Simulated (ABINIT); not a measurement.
# MgTe (F-43m) in ABINIT: convergence with smearing width

Aim: find how far smearing width must go before the results for MgTe settle, at r2SCAN. This setting moves, with any that are tied to it; all else stays.

Program: ABINIT 10.8.3 (patched build). These are calculated values, not measurements. Logs are shortened: lines on timing, memory, paths and dates and some standing lists are left out, and cuts for length are marked. The log counts tension as positive stress, the text compression.

## (1) Starting point

The structure is cubic, space group F-43m (No. 216). The conventional cell has a = 6.464 Å, b = 6.464 Å, c = 6.464 Å, α = 90.00°, β = 90.00°, γ = 90.00°. Te (site symmetry -43m) has 4 Mg at 2.80 Å as nearest neighbours. Mg (site symmetry -43m) has 4 Te at 2.80 Å as nearest neighbours.

The cell comes from a database or a generator and needn't be the stable form of this composition.

## (2) With smearing width 0.272 eV

File run.abi:

```
# Pseudopotentials
pp_dirpath "./"
pseudos "Te_ONCV_PBE-1.2.upf, Mg_ONCV_PBE-1.2.upf"

# Structure
acell 4.5707365703 4.5707365703 4.5707365703 Angstrom
rprim
     0.0000000000     0.7071067812     0.7071067812
     0.7071067812     0.0000000000     0.7071067812
     0.7071067812     0.7071067812     0.0000000000
ntypat 2
znucl 52 12
natom 2
typat 1 2
xred
     0.2500000000     0.2500000000     0.2500000000
     0.0000000000     0.0000000000     0.0000000000

# Plane-wave basis
ecut 50.0

# k points
kptopt 1
ngkpt 5 5 5
nshiftk 1
shiftk 0.0 0.0 0.0

# Exchange and correlation
ixc -497498
usekden 1

# Bands and occupations
nband 17
occopt 3
tsmear 0.00999582

# SCF cycle
nstep 100
tolvrs 1.0e-9

# Output
iomode 3
prtwf 0
prtden 0
prteig 0
prtebands 0
prtvol 2
```

Potentials or basis: SG15 NC PBE v1.2.

The run is started by

```bash
abinit run.abi > log 2>&1
```

Run time: 2.8 min. Hardware: 1 thread of Arm Neoverse V1, shared host; peak memory 0.16 GiB.

Results (log left out):

| Item | Value |
| --- | --- |
| Free energy | -3848.4285 eV |
| Pressure | -0.3 GPa |
| Band gap on the k mesh | 2.98 eV, direct |
| Valence electrons inside the program's atomic spheres | Te 12.05; Mg 8.25 |

## (3) With smearing width 0.2 eV

Edit run.abi of step 2 so:

```diff
@@ -34,3 +34,3 @@
 occopt 3
-tsmear 0.00999582
+tsmear 0.00734986
```

Potentials or basis: SG15 NC PBE v1.2.

The run is started by

```bash
abinit run.abi > log 2>&1
```

It took 2.8 min on 1 thread of Arm Neoverse V1, shared host; peak memory 0.16 GiB.

Results (log left out):

```
Free energy                                           : -3848.4282 eV
Pressure                                              : -0.3 GPa
Band gap on the k mesh                                : 2.98 eV, direct
Valence electrons inside the program's atomic spheres : Te 12.05; Mg 8.25
```

## (4) With smearing width 0.136 eV

Edit run.abi of step 3 so:

```diff
@@ -34,3 +34,3 @@
 occopt 3
-tsmear 0.00734986
+tsmear 0.00499791
```

The run is started by

```bash
abinit run.abi > log 2>&1
```

Run time: 2.8 min. Hardware: 1 thread of Arm Neoverse V1, shared host; peak memory 0.16 GiB.

Results (log left out):

```
Free energy                                           : -3848.4282 eV
Pressure                                              : -0.3 GPa
Band gap on the k mesh                                : 2.98 eV, direct
Valence electrons inside the program's atomic spheres : Te 12.05; Mg 8.25
```

## (5) With smearing width 0.1 eV

Edit run.abi of step 4 so:

```diff
@@ -34,3 +34,3 @@
 occopt 3
-tsmear 0.00499791
+tsmear 0.00367493
```

The run is started by

```bash
abinit run.abi > log 2>&1
```

Run time: 2.8 min. Hardware: 1 thread of Arm Neoverse V1, shared host; peak memory 0.16 GiB.

The run converged. Its results:

```yaml
Free_energy: -3848.4282 eV
Pressure: -0.3 GPa
Band_gap_on_the_k_mesh: 2.98 eV, direct
Valence_electrons_inside_the_program's_atomic_spheres: Te 12.05; Mg 8.25
```

## (6) With smearing width 0.05 eV

Edit run.abi of step 5 so:

```diff
@@ -34,3 +34,3 @@
 occopt 3
-tsmear 0.00367493
+tsmear 0.00183747
```

Potentials or basis: SG15 NC PBE v1.2.

The run is started by

```bash
abinit run.abi > log 2>&1
```

Run time: 2.8 min. Hardware: 1 thread of Arm Neoverse V1, shared host; peak memory 0.16 GiB.

It converged, with:

* Free energy: -3848.4282 eV
* Pressure: -0.3 GPa
* Band gap on the k mesh: 2.98 eV, direct
* Valence electrons inside the program's atomic spheres: Te 12.05; Mg 8.25

## (7) With smearing width 0.025 eV

Edit run.abi of step 6 so:

```diff
@@ -34,3 +34,3 @@
 occopt 3
-tsmear 0.00183747
+tsmear 0.00091873
```

The run is started by

```bash
abinit run.abi > log 2>&1
```

It took 2.8 min on 1 thread of Arm Neoverse V1, shared host; peak memory 0.16 GiB.

The run converged. Its results:

| Quantity | Value |
| --- | --- |
| Free energy | -3848.4282 eV |
| Pressure | -0.3 GPa |
| Band gap on the k mesh | 2.98 eV, direct |
| Valence electrons inside the program's atomic spheres | Te 12.05; Mg 8.25 |

## (8) With smearing width 0.01 eV

Edit run.abi of step 7 so:

```diff
@@ -34,3 +34,3 @@
 occopt 3
-tsmear 0.00091873
+tsmear 0.00036749
```

Potentials or basis: SG15 NC PBE v1.2.

The run is started by

```bash
abinit run.abi > log 2>&1
```

run.abo:

```text
.Version 10.8.3 of ABINIT
 Symmetries : space group F-4 3 m (#216); Bravais cF (face-center cubic)
================================================================================
 Values of the parameters that define the memory need of the present run
     intxc =       0    ionmov =       0      iscf =       7    lmnmax =       6
     lnmax =       6     mgfft =      60  mpssoang =       3    mqgrid =    3001
     natom =       2  nloc_mem =       1    nspden =       1   nspinor =       1
    nsppol =       1      nsym =      24    n1xccc =       0    ntypat =       2
    occopt =       3   xclevel =       2
       mpw =        7724          nfft =      216000          nkpt =          10
================================================================================
================================================================================

--------------------------------------------------------------------------------
------------- Echo of variables that govern the present computation ------------
--------------------------------------------------------------------------------
 -outvars: echo values of preprocessed input variables --------
            acell      8.6374403115E+00  8.6374403115E+00  8.6374403115E+00 Bohr
              amu      1.27600000E+02  2.43050000E+01
             ecut      5.00000000E+01 Hartree
              ixc     -497498
         kptrlatt        5    0    0      0    5    0      0    0    5
          kptrlen      4.31872016E+01
            natom           2
            nband          17
            ngfft          60      60      60
             nkpt          10
            nstep         100
             nsym          24
           ntypat           2
           occopt           3
           prtden           0
        prtebands           0
           prteig           0
          prtkden           1
           prtvol           2
            prtwf           0
[... 266 lines left out ...]
   0.37556
      occupation numbers for kpt#  10
   2.00000    2.00000    2.00000    2.00000    2.00000    2.00000    2.00000    2.00000
   2.00000    2.00000    2.00000    2.00000    2.00000    0.00000    0.00000    0.00000
   0.00000
 Total charge density [el/Bohr^3]
)     Maximum=    2.0628E+00  at reduced coord.    0.0500    0.9667    0.9833
)Next maximum=    2.0628E+00  at reduced coord.    0.0000    0.9667    0.9833
)     Minimum=    1.0618E-03  at reduced coord.    0.7500    0.7500    0.7500
)Next minimum=    1.0703E-03  at reduced coord.    0.7500    0.7500    0.7333
   Integrated=    2.6000E+01

--- !EnergyTerms
iteration_state     : {dtset: 1, }
comment             : Components of total free energy in Hartree
kinetic             :  6.84944138156994E+01
hartree             :  4.54889742898229E+01
xc                  : -1.58943609623752E+01
Ewald energy        : -7.73148492128912E+01
psp_core            :  2.96590233591390E+00
local_psp           : -1.35113925366290E+02
non_local_psp       : -3.00532822277165E+01
internal            : -1.41427127327837E+02
'-kT*entropy'       :  4.07309443044601E-16
total_energy        : -1.41427127327837E+02
total_energy_eV     : -3.84842818737730E+03
band_energy         : -2.75229873990294E+01
...

 Cartesian components of stress tensor (hartree/bohr^3)
  sigma(1 1)=  9.80122187E-06  sigma(3 2)=  0.00000000E+00
  sigma(2 2)=  9.80122187E-06  sigma(3 1)=  0.00000000E+00
  sigma(3 3)=  9.80122187E-06  sigma(2 1)=  0.00000000E+00

-Cartesian components of stress tensor (GPa)         [Pressure= -2.8836E-01 GPa]
- sigma(1 1)=  2.88361903E-01  sigma(3 2)=  0.00000000E+00
- sigma(2 2)=  2.88361903E-01  sigma(3 1)=  0.00000000E+00
- sigma(3 3)=  2.88361903E-01  sigma(2 1)=  0.00000000E+00

== END DATASET(S) ==============================================================
================================================================================

 -outvars: echo values of variables after computation  --------
            acell      8.6374403115E+00  8.6374403115E+00  8.6374403115E+00 Bohr
           etotal     -1.4142712733E+02
            fcart     -0.0000000000E+00 -0.0000000000E+00 -0.0000000000E+00
                      -0.0000000000E+00 -0.0000000000E+00 -0.0000000000E+00
            rprim      0.0000000000E+00  7.0710678120E-01  7.0710678120E-01
                       7.0710678120E-01  0.0000000000E+00  7.0710678120E-01
                       7.0710678120E-01  7.0710678120E-01  0.0000000000E+00
           strten      9.8012218738E-06  9.8012218739E-06  9.8012218739E-06
                       0.0000000000E+00  0.0000000000E+00  0.0000000000E+00
           xangst      1.6159994120E+00  1.6159994120E+00  1.6159994120E+00
                       0.0000000000E+00  0.0000000000E+00  0.0000000000E+00
             xred      2.5000000000E-01  2.5000000000E-01  2.5000000000E-01
                       0.0000000000E+00  0.0000000000E+00  0.0000000000E+00
 Calculation completed.
```

It took 2.8 min on 1 thread of Arm Neoverse V1, shared host; peak memory 0.16 GiB.

What came out:

```yaml
Free_energy: -3848.4282 eV
Pressure: -0.3 GPa
Band_gap_on_the_k_mesh: 2.98 eV, direct
Valence_electrons_inside_the_program's_atomic_spheres: Te 12.05; Mg 8.25
```

## (9) Result

| smearing width | energy less the tightest run, at zero smearing (meV/atom) | SCF cycles | CPU time (s) | peak memory (GiB) |
| --- | --- | --- | --- | --- |
| 0.272 eV | 0.51 | 10 | 170 | 0.16 |
| 0.2 eV | 0.04 | 10 | 170 | 0.16 |
| 0.136 eV | 0.00 | 10 | 170 | 0.16 |
| 0.1 eV | 0.00 | 10 | 170 | 0.16 |
| 0.05 eV | 0.00 | 10 | 170 | 0.16 |
| 0.025 eV | 0.00 | 10 | 170 | 0.16 |
| 0.01 eV | 0.00 | 10 | 170 | 0.16 |

Against the tightest run, the energy stays within 1 meV/atom from 0.272 eV on. The tightest run that finished is the yardstick and may itself not be fully converged.

Caveats: the potentials were made for another functional, which shifts forces and pressure; spin-orbit coupling is left out, which moves the levels of the heavy elements.
